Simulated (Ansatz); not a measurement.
ZnS: equation of state with BPBE

**What was measured.**

From “Electronic, vibrational, and thermodynamic properties of ZnS (zincblende and rocksalt structure)”, 2009, arxiv:0911.5022, for a bulk crystal of ZnS: bulk modulus 76.9 GPa.

ZnS:

```
CELL_PARAMETERS angstrom
0.00000 2.70200 2.70200
2.70200 0.00000 2.70200
2.70200 2.70200 0.00000
ATOMIC_POSITIONS crystal
Zn 0.75000 0.75000 0.75000
S 0.00000 0.00000 0.00000
```

* Program: Ansatz 0.2.0
* Task: equation of state
* Functional: BPBE
* Potentials or basis: Ansatz PAW
* Cutoff: 420 eV
* Density cutoff: 1680 eV
* k mesh: 9 × 9 × 9
* Occupations: fermi-dirac, width 0.05 eV
* Spin: no spin polarisation

```yaml
Equilibrium_volume: 20.15 Å³/atom
Bulk_modulus: 69 GPa
Pressure_derivative_of_the_bulk_modulus: 4.5
```

Energy against volume, from the lowest point:
```
volume (Å³/atom)  energy (meV/atom)
          18.543              32.12
          18.938              17.57
          19.332               7.67
          19.727               1.96
          20.121               0.00
          20.516               1.41
          20.910               5.86
```

All runs of the series together: 7.5 s on 2 threads of Intel(R) Xeon(R) Platinum 8488C (Sapphire Rapids) (shared host).

Against the measured bulk modulus of ZnS, 76.9 GPa (quoted in “Electronic, vibrational, and thermodynamic properties of ZnS (zincblende and rocksalt structure)”, 2009, arxiv:0911.5022), the calculated 69 GPa is off by -9.7 %. The fit is for a static lattice scaled at fixed shape and fixed fractional positions.

Caveat: the potentials were made for another functional, which shifts forces and pressure.
